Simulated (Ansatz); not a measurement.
# Br: the cost of one run

Program: Ansatz 0.2.0. Level of theory: DFT PBE, scalar-relativistic, plane waves, PAW. These are calculated values, not measurements.

1 further run of the same task is left out (set aside as unsound or not needed).

### 1 Starting point

Symmetry: Cmce, No. 64, orthorhombic system. Conventional cell: a = 6.670 Å, b = 4.480 Å, c = 8.720 Å, α = 90.00°, β = 90.00°, γ = 90.00°. Br (site symmetry m) has 1 Br at 2.27 Å as nearest neighbours.

As a file:

```
CELL_PARAMETERS angstrom
3.33500 -2.24000 0.00000
3.33500 2.24000 0.00000
0.00000 0.00000 8.72000
ATOMIC_POSITIONS crystal
Br 0.13500 0.86500 0.11000
Br 0.63500 0.36500 0.39000
Br 0.86500 0.13500 0.89000
Br 0.36500 0.63500 0.61000
```

The structure comes from the Crystallography Open Database.

### 2 A distortion of lower symmetry

Against the listed cell: strain xx, yy, zz, yz, xz, xy = +8.5, -3.1, +2.0, +0.0, +4.7, +0.0 %; atoms moved by 0.25 Å root mean square, at most 0.28 Å.

File input.yaml:

```yaml
crystal:
  lattice:
    - [3.6170076, -2.1703808, 0.1561447]
    - [3.6170076, 2.1703808, 0.1561447]
    - [0.4082704, 0.0, 8.896144]
  atoms:
    - { symbol: Br, position: [0.1051704669, 0.8309858388, 0.1127850167] }
    - { symbol: Br, position: [0.7075099247, 0.3563337696, 0.3872149833] }
    - { symbol: Br, position: [0.8563337696, 0.2075099247, 0.8872149833] }
    - { symbol: Br, position: [0.3309858388, 0.6051704669, 0.6127850167] }
basis:
  ecutwfc: 420
kpoints:
  mp_grid: { grid: [8, 8, 4] }
hamiltonian:
  xc: pbe
scf:
  occupations: { method: gaussian, width: 0.02 }
output:
  forces: true
  stress: true
  eigenvalues: true
  populations: true
```

What time and memory should one allow on 1 thread of an x86-64 CPU, shared host?

About 14 s, with a peak of 0.48 GiB.
